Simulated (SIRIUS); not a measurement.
## CuO (Tenorite) in SIRIUS: the effect of potentials

Crystal: CuO (Tenorite).

```
Cu O
1.0
     2.34465   -1.71340    0.00000
     2.34465    1.71340    0.00000
    -0.86055    0.00000    5.05944
Cu O
2 2
Cartesian
  0.7420 -0.8457 2.5297
  1.1723 0.8457 0.0000
  1.6421 0.2841 3.8133
  2.0724 -0.2841 1.2836
```

Alike in all runs:

```yaml
Program: SIRIUS 7.10.0
Task: single point
Functional: PBE
k_mesh: 5 × 5 × 3
Occupations: fermi-dirac, width 0.05 eV
Spin: no spin polarisation
```

Question: One run gave: pressure 6.6 GPa. Which potentials did it use?
A. PseudoDojo 0.4.1 PBE standard (scalar relativistic)
B. PseudoDojo 0.5 PBE standard (scalar relativistic)
C. in-house norm-conserving set, PBE (scalar relativistic)
D. PseudoDojo 0.4 PBE stringent (scalar relativistic)
E. GBRV 1.5 PBE (ultrasoft)

Answer: E.

```csv
potentials,cutoff,pressure (GPa)
PseudoDojo 0.4.1 PBE standard (scalar relativistic),1254 eV,5.5
"in-house norm-conserving set, PBE (scalar relativistic)",1254 eV,5.7
GBRV 1.5 PBE (ultrasoft),557 eV,6.6
PseudoDojo 0.5 PBE standard (scalar relativistic),1254 eV,5.5
PseudoDojo 0.4 PBE stringent (scalar relativistic),1416 eV,5.5
SG15 1.2 PBE (norm-conserving),1254 eV,5.8
```

Caveats: all runs use coarse meshes; the run has no spin polarisation, though such a crystal can be magnetic.
